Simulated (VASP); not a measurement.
Runs of VASP 6.6.1 on Y. The structure is cubic, space group Fm-3m (No. 225). The conventional cell has a = 5.104 Å, b = 5.104 Å, c = 5.104 Å, α = 90.00°, β = 90.00°, γ = 90.00°. Around Y (site symmetry m-3m) lie 12 Y at 3.61 Å. This isn't the form of Y at room conditions, which is hcp.

| cell | k mesh | smearing | mesh quality | gap on the mesh (eV) | pressure (GPa) |
| --- | --- | --- | --- | --- | --- |
| as given | 4 × 4 × 4 | fermi-dirac 0.02 eV | coarse | none | (a) |
| as given | 11 × 11 × 11 | fermi-dirac 0.05 eV | not flagged | none | -1.0 |
| volume scaled by 0.96 | 9 × 9 × 9 | fermi-dirac 0.05 eV | not flagged | none | 0.6 |
| as given | 13 × 13 × 13 | fermi-dirac 0.05 eV | not flagged | none | -1.0 |
| volume scaled by 1.02 | 9 × 9 × 9 | fermi-dirac 0.05 eV | not flagged | none | -1.7 |

Alike in all rows: task single point; level PBE; potentials or basis VASP PAW PBE potentials, release 64 (Y_sv); no spin polarisation; cutoff (eV) 520.

Q: Estimate the missing entries.

A: (a) -0.6.

Caveats: some runs use coarse meshes.

A k mesh can miss the band edges, and the runs leave out spin-orbit coupling on Y.

A gap of «none» marks a metal or a gap under the smearing width.
